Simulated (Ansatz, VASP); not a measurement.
# One calculation of Ag, two programs

```xyz
1
Lattice="0.0000 2.0001 2.0001 2.0001 0.0000 2.0001 2.0001 2.0001 0.0000" Properties=species:S:1:pos:R:3 pbc="T T T"
Ag    0.0000    0.0000    0.0000
```

Alike in both runs: functional LDA; k mesh 34 × 34 × 34; occupations gaussian, width 0.1 eV; no spin polarisation.

Ansatz relaxed the structure, and its values are those at the end. VASP's run is a single point on that final structure, the one shown.

```csv
,VASP,Ansatz
version,VASP 6.6.1,Ansatz 0.2.0
potentials or method,"VASP PAW LDA potentials, release 64 (Ag)","scalar-relativistic, plane waves, PAW"
plane-wave cutoff (eV),520,420
valence electrons in the cell,11,19
```

Ansatz gave:

* gap on the k mesh at the Fermi level (eV): none
* pressure (GPa): 0.0

Problem. Which values does VASP return?

Solution. gap on the k mesh at the Fermi level (eV): none; pressure (GPa): 0.2.

A gap of «none» marks a metal or a gap that the smearing closes. The two sets of potentials don't hold the same shells in valence.
